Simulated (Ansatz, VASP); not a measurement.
Given: the input of a run of VASP 6.6.1 on Ge.

INCAR

```
PREC = Accurate
ENCUT = 520
EDIFF = 1E-6
ISMEAR = -1
SIGMA = 0.05
LREAL = False
LASPH = True
NELM = 150
ALGO = Normal
ISIF = 2
LWAVE = False
LCHARG = True
ISPIN = 2
MAGMOM = 0.5 -0.5
LORBIT = 11
GGA = RP
LELF = True
LVHAR = True
NBANDS = 25
```

The input KPOINTS:

```
regular mesh
0
Gamma
  8 8 8
```

POSCAR

```
Ge
1.0
    0.0000000000      2.7711609388      2.7711609388
    2.7711609388      0.0000000000      2.7711609388
    2.7711609388      2.7711609388      0.0000000000
Ge
2
Direct
    0.7500000000      0.7500000000      0.7500000000
    0.5000000000      0.5000000000      0.5000000000
```

Potentials or basis: VASP PAW PBE potentials, release 64 (Ge_d).

Run with:

```console
$ cat potpaw_PBE.64/Ge_d/POTCAR > POTCAR
$ mpirun -np 1 vasp_std > vasp.out
```

Set up the same calculation for Ansatz 0.2.0. Potentials there: all-electron LAPW, scalar-relativistic.

As run (the cutoff follows the program's own potentials):

File input.yaml:

```yaml
crystal:
  lattice:
    - [0.0, 2.7711609388, 2.7711609388]
    - [2.7711609388, 0.0, 2.7711609388]
    - [2.7711609388, 2.7711609388, 0.0]
  atoms:
    - { symbol: Ge, position: [0.75, 0.75, 0.75], spin: 0.5 }
    - { symbol: Ge, position: [0.5, 0.5, 0.5], spin: -0.5 }
kpoints:
  mp_grid: { grid: [8, 8, 8] }
scf:
  occupations: { method: fermi_dirac, width: 0.05 }
hamiltonian:
  xc: rpbe
  pseudopotentials: { kind: all_electron, lapw: { basis_error: 0.002 } }
magnetization:
  spin_polarized: true
output:
  forces: true
  stress: true
  eigenvalues: true
```

Potentials or basis: all-electron LAPW, scalar-relativistic.

Command:

```console
$ ansatz run input.yaml --threads 1 --pin off --max-ram 2560MiB --backend cpu --events-out ev --progress --plain --runs-dir out
```

Both were run:

|  | VASP | Ansatz | Ansatz less VASP |
| --- | --- | --- | --- |
| gap on the k mesh at the Fermi level (eV) | 0.46 | 0.46 | -0.002 |
| least direct gap on the mesh (eV) | 0.73 | 0.73 | -0.004 |
| pressure (GPa) | 11.0 | 11.0 | +0.05 |
| net moment per atom (μB) | 0.00 | 0.00 | 0.000 |

Ansatz ran all-electron here, so the differences hold the error of VASP's frozen core and of both bases.

Caveats: the PAW data sets were made with another functional, which shifts forces and pressure a little (VASP); the starting moments weren't kept (Ansatz).
